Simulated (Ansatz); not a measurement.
The system is GaN.

```
Ga N
1.0
     3.18000    0.00000    0.00000
    -1.59000    2.75396    0.00000
     0.00000    0.00000    5.16600
Ga N
2 2
Cartesian
  1.5900 0.9180 2.5830
  0.0000 1.8360 0.0000
  1.5900 0.9180 4.5203
  0.0000 1.8360 1.9373
```

Base run:

```yaml
Program: Ansatz 0.2.0
Functional: revPBE
Potentials_or_basis: Ansatz PAW
Cutoff: "420 eV (not typed: the program's choice for these potentials)"
k_mesh: 10 × 10 × 5
Occupations: fermi-dirac, width 0.05 eV
Spin: no spin polarisation
```

Its results: band gap on the k mesh 1.99 eV, direct; pressure 10.4 GPa; largest force 0.141 eV/Å.

Problem. The run is repeated on the same cell with these changes: functional from revPBE to PBEsol. What comes out?

Solution. Band gap on the k mesh 1.91 eV, direct; pressure 1.0 GPa; largest force 0.133 eV/Å.

PBEsol binds more tightly than revPBE, so the same cell stands under less pressure.

Caveats: the PAW data sets come from PBE, with cores solved anew for the run's functional, which leaves a small shift of forces and pressure.
